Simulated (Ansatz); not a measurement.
# Ti: Ti vacancy

A defect calculation: Ti vacancy in Ti, supercell of 32 sites.

Method: DFT PBE, scalar-relativistic, plane waves, PAW, in Ansatz 0.2.0.

2 further runs of the same task are left out: 2 set aside as unsound or not needed.

## Step 1: Starting point

The structure is cubic, space group Im-3m (No. 229). Conventional cell: a = 3.256 Å, b = 3.256 Å, c = 3.256 Å, α = 90.00°, β = 90.00°, γ = 90.00°. Around Ti (site symmetry m-3m) lie 8 Ti at 2.82 Å.

Structure file:

```
Ti
1.0
    -1.62775    1.62775    1.62775
     1.62775   -1.62775    1.62775
     1.62775    1.62775   -1.62775
Ti
1
Direct
  0.00000 0.00000 0.00000
```

It is the result of an earlier relaxation at this level (volume 17.25 Å³/atom; gap on the mesh: none (metal)).

The perfect supercell (rows 2 2 4; -2 0 2; 0 -2 2 in vectors of this cell) was computed beforehand with the same settings: E(σ→0) = -79985.7726 eV for 32 atoms, gap none (metal).

## Step 2: Setting up the defect

The atom at (0.000, 0.500, 0.500) of the supercell is taken out. The other atoms start on their ideal sites. Its neighbours are 8 Ti at 2.82 Å.

## Step 3: Relaxing the defect

Input file input.yaml:

```yaml
crystal:
  lattice:
    - [6.511011052, 6.511011052, 0.0]
    - [6.511011052, 0.0, -6.511011052]
    - [0.0, 6.511011052, -6.511011052]
  atoms:
    - { symbol: Ti, position: [0.125, 0.625, 0.625] }
    - { symbol: Ti, position: [0.25, 0.75, 0.75] }
    - { symbol: Ti, position: [0.375, 0.875, 0.875] }
    - { symbol: Ti, position: [0.0, 0.5, 0.0] }
    - { symbol: Ti, position: [0.125, 0.625, 0.125] }
    - { symbol: Ti, position: [0.25, 0.75, 0.25] }
    - { symbol: Ti, position: [0.375, 0.875, 0.375] }
    - { symbol: Ti, position: [0.0, 0.0, 0.5] }
    - { symbol: Ti, position: [0.125, 0.125, 0.625] }
    - { symbol: Ti, position: [0.25, 0.25, 0.75] }
    - { symbol: Ti, position: [0.375, 0.375, 0.875] }
    - { symbol: Ti, position: [0.0, 0.0, 0.0] }
    - { symbol: Ti, position: [0.125, 0.125, 0.125] }
    - { symbol: Ti, position: [0.25, 0.25, 0.25] }
    - { symbol: Ti, position: [0.375, 0.375, 0.375] }
    - { symbol: Ti, position: [0.5, 0.5, 0.5] }
    - { symbol: Ti, position: [0.625, 0.625, 0.625] }
    - { symbol: Ti, position: [0.75, 0.75, 0.75] }
    - { symbol: Ti, position: [0.875, 0.875, 0.875] }
    - { symbol: Ti, position: [0.5, 0.5, 0.0] }
    - { symbol: Ti, position: [0.625, 0.625, 0.125] }
    - { symbol: Ti, position: [0.75, 0.75, 0.25] }
    - { symbol: Ti, position: [0.875, 0.875, 0.375] }
    - { symbol: Ti, position: [0.5, 0.0, 0.5] }
    - { symbol: Ti, position: [0.625, 0.125, 0.625] }
    - { symbol: Ti, position: [0.75, 0.25, 0.75] }
    - { symbol: Ti, position: [0.875, 0.375, 0.875] }
    - { symbol: Ti, position: [0.5, 0.0, 0.0] }
    - { symbol: Ti, position: [0.625, 0.125, 0.125] }
    - { symbol: Ti, position: [0.75, 0.25, 0.25] }
    - { symbol: Ti, position: [0.875, 0.375, 0.375] }
basis:
  ecutwfc: 420
  xc_grid: 2
kpoints:
  mp_grid: { grid: [4, 4, 4], shift: [0.0, 0.0, 0.0] }
hamiltonian:
  xc: pbe
scf:
  occupations: { method: gaussian, width: 0.1 }
output:
  forces: true
  stress: false
  eigenvalues: true
  write_density: true
  write_potential: true
  elf: true
  volumetric_format: npy
relax:
  adjacent_minimum: "off"
  f_tol: 0.025
  max_steps: 45
```

Command:

```bash
$ ansatz run input.yaml --threads 4 --pin off --max-ram 10240MiB --backend cpu --events-out ev --progress --plain --runs-dir out
```

What does the calculation give? Wanted: formation energy, neutral; nearest atoms after relaxation, one image of each, neutral.

**Answer**, as computed:

```
                                                  quantity           value
                                 formation energy, neutral         1.05 eV
nearest atoms after relaxation, one image of each, neutral  8 Ti at 2.59 Å
```

In words: The neutral defect costs 1.05 eV against the elements. Spin polarisation was off in the neutral run, so a moment could not show there. A cell of 32 sites leaves finite-size errors of tenths of an eV, or more where the defect fills or empties host bands. A distortion of lower symmetry was not tried.
